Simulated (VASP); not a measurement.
Elastic constants of InP and what follows from them

The cell as given, ahead of any relaxation:

```cif
data_structure
_symmetry_space_group_name_H-M 'F-43m'
_symmetry_Int_Tables_number 216
_cell_length_a 5.8610
_cell_length_b 5.8610
_cell_length_c 5.8610
_cell_angle_alpha 90.000
_cell_angle_beta 90.000
_cell_angle_gamma 90.000
_cell_volume 201.33
loop_
_atom_site_label
_atom_site_type_symbol
_atom_site_symmetry_multiplicity
_atom_site_Wyckoff_symbol
_atom_site_fract_x
_atom_site_fract_y
_atom_site_fract_z
_atom_site_occupancy
In1 In 4 a 0.00000 0.00000 0.00000 1
P1 P 4 c 0.25000 0.25000 0.25000 1
```

Constants in GPa on the cubic axes, for the cell relaxed at the run's level, with the atoms relaxed in the strained cells where symmetry lets them move; no spin polarisation, no spin-orbit coupling. Meshes are those of the run's cell of 2 atoms. Occupations: fermi-dirac 0.05 eV (run 1); fermi-dirac 0.05 eV (run 2). Space group F-43m.

| run | level | program and potentials | k mesh | cell | C11 | C12 | C44 |
| --- | --- | --- | --- | --- | --- | --- | --- |
| 1 | LDA | VASP, LDA PAW files In_d, P, 600 eV | 6 × 6 × 6 | relaxed, 24.75 Å³ an atom | 101.1 | 56.8 | 45.7 |
| 2 | PBE | VASP, PBE PAW files In_d, P, 600 eV | 6 × 6 × 6 | relaxed, 26.44 Å³ an atom | 87.4 | 45.8 | 41.6 |

Question: For run 2, work out the bulk, shear and Young's moduli of a random polycrystal, Poisson's ratio and the anisotropy, and test the cell's stability.

Answer: From the values as printed: B = (C11 + 2 C12)/3 = 59.7 GPa. Voigt: G_V = (C11 - C12 + 3 C44)/5 = 33.3; Reuss: G_R = 5 C44 (C11 - C12)/[4 C44 + 3 (C11 - C12)] = 29.7; Hill's mean, from the unrounded bounds, G = 31.5 GPa. Young's modulus E = 9BG/(3B + G) = 80.4 GPa, Poisson's ratio ν = (3B - 2G)/[2(3B + G)] = 0.276. Zener's ratio 2 C44/(C11 - C12) = 2.00, so the crystal is stiffest along ⟨111⟩ and softest along ⟨100⟩. C11 > |C12|, C11 + 2 C12 > 0 and C44 > 0 hold, so the cell is stable against small uniform strains, which says nothing of soft phonons. An equation of state at this level (VASP, PBE PAW files In_d, P, 520 eV; mesh 8 × 8 × 8) gives B0 = 59.7 GPa at its minimum of 26.45 Å³ an atom, against 26.44 here. Over the runs shown B spans 59.7 to 71.6 GPa and C44 41.6 to 45.7.

InP is markedly softer in PBE than in LDA, but not uniformly so: C12 falls most in proportion and C44 least, while C11 - C12 changes little. The loss is therefore mainly in resistance to compression, as expected from the larger PBE volume, where longer and weaker In-P bonds give a flatter energy curve. Measured elastic constants lie close to the LDA set, so the PBE bulk modulus of 59.7 GPa is too low, probably because this functional overexpands the lattice.

The anisotropy is much the same in both runs and follows from the tetrahedral network. Strain along ⟨111⟩ loads one set of bonds head-on, whereas strain along ⟨100⟩ can be taken up largely by changing bond angles, which costs less, particularly in a partly ionic compound with weakened directional forces. The elastic anisotropy is thus a sturdier result than the absolute stiffness. The close LDA match to experiment may owe something to cancelling errors, since these static-lattice constants leave out thermal softening.
